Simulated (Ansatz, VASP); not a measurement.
One calculation of S, two programs

Contents of INCAR:

```
SYSTEM = S
ALGO = Normal
EDIFF = 1E-6
ENCUT = 520
GGA = PS
ISIF = 2
ISMEAR = 0
LASPH = .TRUE.
LCHARG = .FALSE.
LREAL = .FALSE.
LWAVE = .FALSE.
NBANDS = 13
NELM = 100
PREC = Accurate
SIGMA = 0.1
```

Contents of KPOINTS:

```
k-points
0
G
  6 6 4
  0 0 0
```

File POSCAR:

```
S
1.0
    3.5033036618      0.0000000000      0.0000000000
   -1.7516518309      3.0339499682      0.0000000000
    0.0000000000      0.0000000000      5.6860473763
S
2
Direct
    0.3333333333      0.6666666667      0.2500000000
    0.6666666667      0.3333333333      0.7500000000
```

Input for Ansatz:

```yaml
crystal:
  lattice:
    - [3.5033036618, 0.0, 0.0]
    - [-1.7516518309, 3.0339499682, 0.0]
    - [0.0, 0.0, 5.6860473763]
  atoms:
    - { symbol: S, position: [0.3333333333, 0.6666666667, 0.25] }
    - { symbol: S, position: [0.6666666667, 0.3333333333, 0.75] }
basis:
  ecutwfc: 420
kpoints:
  mp_grid: { grid: [6, 6, 4] }
hamiltonian:
  xc: pbesol
scf:
  occupations: { method: gaussian, width: 0.1 }
  lower_state_search: "off"
output:
  forces: true
  stress: true
  eigenvalues: true
```

Alike in both runs: task single point; functional PBEsol; k mesh 6 × 6 × 4; occupations gaussian, width 0.1 eV; no spin polarisation.

|  | VASP | Ansatz |
| --- | --- | --- |
| version | VASP 6.6.1 | Ansatz 0.2.0 |
| potentials or method | VASP PAW PBE potentials, release 64 (S) | scalar-relativistic, plane waves, PAW |
| plane-wave cutoff (eV) | 520 | 420 |
| valence electrons in the cell | 12 | 12 |

|  | VASP | Ansatz | Ansatz less VASP |
| --- | --- | --- | --- |
| gap on the k mesh at the Fermi level (eV) | none | none | - |
| pressure (GPa) | -13.3 | -13.2 | +0.03 |
| largest component of the traceless stress (GPa) | 1.82 | 1.82 | -0.004 |

A gap of «none» marks a metal or a gap that the smearing closes.

Caveats: the PAW data sets were made with another functional, which shifts forces and pressure a little (VASP).
